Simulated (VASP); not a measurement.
# CaF2 (Fluorite) (Fm-3m) in VASP: notebook, part 2 of 2

VASP 6.6.1. Earlier steps stand in the parts before.

## 3. Dielectric tensor, HSE06

POSCAR reads:

```
CaF2
1.0
    0.0000000000      2.7310000000      2.7310000000
    2.7310000000      0.0000000000      2.7310000000
    2.7310000000      2.7310000000      0.0000000000
Ca F
1 2
Direct
    0.0000000000      0.0000000000      0.0000000000
    0.2500000000      0.2500000000      0.2500000000
    0.7500000000      0.7500000000      0.7500000000
```

INCAR.step1 reads:

```
SYSTEM = CaF2
PREC     = Accurate       ! precision mode
ENCUT    = 520            ! plane-wave cutoff, eV
ISMEAR   = 0              ! smearing method
SIGMA    = 0.02           ! smearing width, eV
LREAL    = .False.        ! projectors in reciprocal space
LASPH    = .True.         ! aspherical terms in the spheres
NELM     = 60             ! most SCF steps
ALGO     = Normal         ! electronic algorithm
ISIF     = 2              ! what is computed and relaxed
LWAVE    = .True.         ! write WAVECAR
LCHARG   = .False.        ! write CHGCAR
GGA      = PE             ! functional
EDIFF    = 1E-5           ! SCF threshold, eV
KPAR     = 4
```

INCAR.step2 reads:

```
SYSTEM = CaF2
PREC     = Accurate       ! precision mode
ENCUT    = 520            ! plane-wave cutoff, eV
EDIFF    = 1E-8           ! SCF threshold, eV
ISMEAR   = 0              ! smearing method
SIGMA    = 0.02           ! smearing width, eV
LREAL    = .False.        ! projectors in reciprocal space
LASPH    = .True.         ! aspherical terms in the spheres
NELM     = 60             ! most SCF steps
ALGO     = Normal         ! electronic algorithm
ISIF     = 2              ! what is computed and relaxed
LWAVE    = .False.        ! write WAVECAR
LCHARG   = .False.        ! write CHGCAR
GGA      = PE             ! functional
LHFCALC  = .True.         ! exact exchange
HFSCREEN = 0.2            ! screening, 1/A
PRECFOCK = Fast         
LCALCEPS = .True.       
ISTART   = 1            
KPAR     = 4
```

KPOINTS reads:

```
Automatic mesh
0
Gamma
  5 5 5
  0 0 0
```

Potentials or basis: VASP PAW PBE potentials, release 64 (Ca_sv, F).

Command:

```console
cat potpaw_PBE.64/Ca_sv/POTCAR potpaw_PBE.64/F/POTCAR > POTCAR
cp INCAR.step1 INCAR
mpirun -np 4 vasp_std > vasp.out
cp INCAR.step2 INCAR
mpirun -np 4 vasp_std > vasp.out
```

OUTCAR:

```text
SYSTEM = CaF2
   PREC = Accurate
   ENCUT = 520
   EDIFF = 1E-8
   ISMEAR = 0
   LREAL = .False.
   LASPH = .True.
   NELM = 60
   ISIF = 2
   GGA = PE
   LHFCALC = .True.
   HFSCREEN = 0.2
   PRECFOCK = Fast
   ISTART = 1

 ion  position               nearest neighbor table
   1  0.000  0.000  0.000-   3 2.37   3 2.37   3 2.37   2 2.37   3 2.37   2 2.37   2 2.37   2 2.37

   2  0.250  0.250  0.250-   1 2.37   1 2.37   1 2.37   1 2.37
   3  0.750  0.750  0.750-   1 2.37   1 2.37   1 2.37   1 2.37

  LATTYP: Found a face centered cubic cell.
 ALAT       =     5.4620000000

  Lattice vectors:

 A1 = (   0.0000000000,   2.7310000000,   2.7310000000)
 A2 = (   2.7310000000,   0.0000000000,   2.7310000000)
 A3 = (   2.7310000000,   2.7310000000,   0.0000000000)

Analysis of symmetry for initial positions (statically):
=====================================================================
 Subroutine PRICEL returns:
 Original cell was already a primitive cell.

 Routine SETGRP: Setting up the symmetry group for a
 face centered cubic supercell.

 Subroutine GETGRP returns: Found 48 space group operations
 (whereof 48 operations were pure point group operations)
 out of a pool of 48 trial point group operations.

The static configuration has the point symmetry O_h .

Analysis of symmetry for dynamics (positions and initial velocities):
=====================================================================
 Subroutine PRICEL returns:
 Original cell was already a primitive cell.

 Routine SETGRP: Setting up the symmetry group for a
 face centered cubic supercell.

 Subroutine GETGRP returns: Found 48 space group operations
 (whereof 48 operations were pure point group operations)
 out of a pool of 48 trial point group operations.

The dynamic configuration has the point symmetry O_h .

 Subroutine INISYM returns: Found 48 space group operations
 (whereof 48 operations are pure point group operations),
 and found     1 'primitive' translations

----------------------------------------------------------------------------------------

                                     Primitive cell

  volume of cell :      40.7376

  direct lattice vectors                    reciprocal lattice vectors
     0.000000000  2.731000000  2.731000000    -0.183083120  0.183083120  0.183083120
     2.731000000  0.000000000  2.731000000     0.183083120 -0.183083120  0.183083120
     2.731000000  2.731000000  0.000000000     0.183083120  0.183083120 -0.183083120

  length of vectors
     3.862217239  3.862217239  3.862217239     0.317109265  0.317109265  0.317109265

  position of ions in fractional coordinates (direct lattice)
     0.000000000  0.000000000  0.000000000
     0.250000000  0.250000000  0.250000000
     0.750000000  0.750000000  0.750000000

  ion indices of the primitive-cell ions
   primitive index   ion index
                 1           1
                 2           2
                 3           3

----------------------------------------------------------------------------------------

 KPOINTS: Automatic mesh

[... 79 lines left out ...]
   PRECFOCK=fast      Normal, Fast or Accurate (Low or Medium for compatibility)
   ENCUT4O =  -1.0   cutoff for four orbital integrals eV
   NKREDX  =     1    reduce k-point grid by
   NKREDY  =     1    reduce k-point grid by
   NKREDZ  =     1    reduce k-point grid by
   AEXX    =    0.2500 exact exchange contribution
   HFSCREEN=    0.2000 screening length (either q_TF or 0.3 A-1)
   HFSCREENC=   0.2000 screening length for correlation (either q_TF or 0.3 A-1)
   ENCUTFOCK=  -1.0 apply spherical cutoff to Coloumb kernel
   IVDW    =     0    specifies the selected vdW correction
   LEPSILON=     F    determine dielectric tensor
   LRPA    =     F    only Hartree local field effects (RPA)
   LRPA       =     F
 non-spin polarized calculation
 Gauss-broadening in eV      SIGMA  =   0.02
  energy-cutoff  :      520.00
  volume of cell :       40.74
 maximum number of plane-waves:      1105
 NGX is ok and might be reduce to    30
  NGX = 16; NGY = 16; NGZ = 16

 Total electronic dipole moment: p[elc]=(     0.00000     0.00000    -0.00000 ) |e| Angst

 number of electron      23.9999987 magnetization

 Free energy of the ion-electron system (eV)
  ---------------------------------------------------
  ext. energy  EPLUGINS =         0.00000000
  ---------------------------------------------------
  free energy    TOTEN  =       -20.62251834 eV

  energy without entropy =      -20.62251834  energy(sigma->0) =      -20.62251834

 E-fermi :  -2.5252     XC(G=0):  -7.8868

 val. band max:       -2.6486395701   @ k =   0.4000   0.4000   0.8000
 cond. band min:   10000.0000000000   @ k =   0.0000   0.0000   0.0000
 fundamental gap:  10002.6486395701
 Fermi energy:        -2.5251973858

 k-point     1 :       0.0000    0.0000    0.0000
  band No.  band energies     occupation
      1     -40.6309      2.00000
      2     -24.1255      2.00000
      3     -23.3253      2.00000
      4     -20.1005      2.00000
      5     -20.1005      2.00000
      6     -20.1005      2.00000
[... 433 lines left out ...]
      3     -23.8920      2.00000
      4     -20.1641      2.00000
      5     -20.0025      2.00000
      6     -19.7605      2.00000
[... 8 lines left out ...]
     15   10000.0000      0.00000
     16   10000.0000      0.00000

 [... further k-points ...]

------------------------ aborting loop because EDIFF is reached ----------------------------------------

            Ionic dipole moment: p[ion]=(     0.00000     0.00000     0.00000 ) |e| Angst

 Total electronic dipole moment: p[elc]=(     0.00000     0.00000     0.00246 ) |e| Angst

 MACROSCOPIC STATIC DIELECTRIC TENSOR (including local field effects)
 ------------------------------------------------------
           2.092738    -0.000000    -0.000000
          -0.000000     2.092738    -0.000000
          -0.000000     0.000000     2.092738
 ------------------------------------------------------

 PIEZOELECTRIC TENSOR (including local field effects) (e Angst)
          XX          YY          ZZ          XY          YZ          ZX
  --------------------------------------------------------------------------------
  x     0.00000     0.00000     0.00000     0.00000     0.00000     0.00000
  y     0.00000     0.00000     0.00000     0.00000     0.00000     0.00000
  z     0.00000     0.00000     0.00000     0.00000     0.00000     0.00000

 PIEZOELECTRIC TENSOR (including local field effects) (C/m^2)
          XX          YY          ZZ          XY          YZ          ZX
  --------------------------------------------------------------------------------
  x     0.00000     0.00000     0.00000     0.00000     0.00000     0.00000
  y     0.00000     0.00000     0.00000     0.00000     0.00000     0.00000
  z     0.00000     0.00000     0.00000     0.00000     0.00000     0.00000

 BORN EFFECTIVE CHARGES (including local field effects) (in |e|, cummulative output)
 ---------------------------------------------------------------------------------
 ion    1
    1     2.35163    -0.00000    -0.00000
    2     0.00000     2.35163     0.00000
    3     0.00000     0.00000     2.35163
 ion    2
    1    -1.17582     0.00000     0.00000
    2     0.00000    -1.17582     0.00000
    3     0.00000    -0.00000    -1.17582
 ion    3
    1    -1.17582     0.00000     0.00000
    2     0.00000    -1.17582    -0.00000
    3     0.00000     0.00000    -1.17582

  FORCE on cell =-STRESS in cart. coord.  units (eV):
  Direction    XX          YY          ZZ          XY          YZ          ZX
  --------------------------------------------------------------------------------------
  -------------------------------------------------------------------------------------
  Total        0.1711828      0.1711828      0.1711828      0.0000000     -0.0000000      0.0000000
  in kB        6.7324901      6.7324901      6.7324901      0.0000000     -0.0000000      0.0000000
  external PRESSURE =       6.7324901 kB  Pullay stress =       0.0000000 kB

 VOLUME and BASIS-vectors are now :
 -----------------------------------------------------------------------------
  energy-cutoff  :      520.00
  volume of cell :       40.74
      direct lattice vectors                 reciprocal lattice vectors
     0.000000000  2.731000000  2.731000000    -0.183083120  0.183083120  0.183083120
     2.731000000  0.000000000  2.731000000     0.183083120 -0.183083120  0.183083120
     2.731000000  2.731000000  0.000000000     0.183083120  0.183083120 -0.183083120

 POSITION                                       TOTAL-FORCE (eV/Angst)
 -----------------------------------------------------------------------------------
      0.00000      0.00000      0.00000        -0.000000      0.000000      0.000000
      1.36550      1.36550      1.36550         0.000000      0.000000      0.000000
      4.09650      4.09650      4.09650        -0.000000     -0.000000     -0.000000
 -----------------------------------------------------------------------------------
    total drift:                               -0.000000      0.000000      0.000000

  FREE ENERGIE OF THE ION-ELECTRON SYSTEM (eV)
  ---------------------------------------------------
  free  energy   TOTEN  =       -20.6225183400 eV

  energy  without entropy=      -20.6225183400  energy(sigma->0) =      -20.62251834
```

Run time: 40 min. Hardware: 4 MPI ranks of Intel Xeon Platinum 8559C (Emerald Rapids), shared host; peak memory 0.37 GiB.

Results:

| Quantity | Value |
| --- | --- |
| Band gap on the k mesh | 9.43 eV, indirect (least direct gap 9.63 eV) |
| Electronic dielectric tensor (diagonal) | 2.09 |
| Born charges (mean of the diagonal) | Ca +2.35; F -1.18 e |

Levels at points of the mesh, in eV from the valence-band top:
| k point | band 10 | band 11 | band 12 | band 13 | band 14 | band 15 |
| --- | --- | --- | --- | --- | --- | --- |
| (0.00, 0.00, 0.00) | -0.21 | -0.21 | -0.21 | 9.43 | 11.90 | 11.90 |

Electronic dielectric tensor:
```
2.09 0.00 0.00
0.00 2.09 0.00
0.00 0.00 2.09
```

Born effective charge tensors (e):
atom 1, Ca
```
2.35 0.00 0.00
0.00 2.35 0.00
0.00 0.00 2.35
```
atom 2, F
```
-1.18  0.00  0.00
 0.00 -1.18  0.00
 0.00  0.00 -1.18
```
atom 3, F
```
-1.18  0.00  0.00
 0.00 -1.18  0.00
 0.00  0.00 -1.18
```

Dipole moments of the cell (e·Å, modulo the quantum): ionic 0.000, 0.000, 0.000; electronic 0.000, 0.000, 0.002

Caveat: the PAW data sets were made with another functional, which shifts forces and pressure a little; an odd mesh through Γ misses points on the zone boundary, where band edges often lie.
